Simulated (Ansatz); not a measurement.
# Si2W under changes of volume

One of the cells (13.479 Å³/atom); the others are scaled copies at fixed shape and fractional positions:

```
W Si
1.0
    -1.60690    1.60690    3.91495
     1.60690   -1.60690    3.91495
     1.60690    1.60690   -3.91495
W Si
1 2
Direct
  0.00000 0.00000 0.00000
  0.66530 0.66530 0.00000
  0.33470 0.33470 0.00000
```

- Program: Ansatz 0.2.0
- Functional: PBEsol
- Potentials or basis: all-electron LAPW, scalar-relativistic
- Cutoff: 239 eV (chosen from the basis error)
- Basis error allowed: 0.001 eV/atom
- k mesh: 12 × 12 × 12
- Occupations: fermi-dirac, width 0.05 eV
- Spin: no spin polarisation

```tsv
volume (Å³/atom)	energy over the lowest point (meV/atom)	pressure (GPa)	largest force (eV/Å)
12.670	28.05	14.0	0.193
12.939	9.59	8.1	0.132
13.209	?	?	?
13.479	0.00	-2.0	0.019
13.748	7.05	-6.3	0.031
14.018	20.90	-10.1	0.079
14.287	40.89	-13.6	0.125
```

Q: What does the run at 13.209 Å³/atom give?

A: Energy over the lowest point 0.56 meV/atom; pressure 2.8 GPa; largest force 0.074 eV/Å.

Worked out: A Birch-Murnaghan fit of order 3 (a polynomial in V^(-2/3)) to the other rows has its minimum at 13.36 Å³/atom with B0 = V·E''(V) = 235 GPa and B' = 4.4 at fixed shape and positions, which overstates the stiffness. It gives 0.55 meV/atom at 13.209 Å³/atom, against the run's 0.56, and -dE/dV = 2.8 GPa, against 2.8.

Energies are extrapolated to zero smearing.
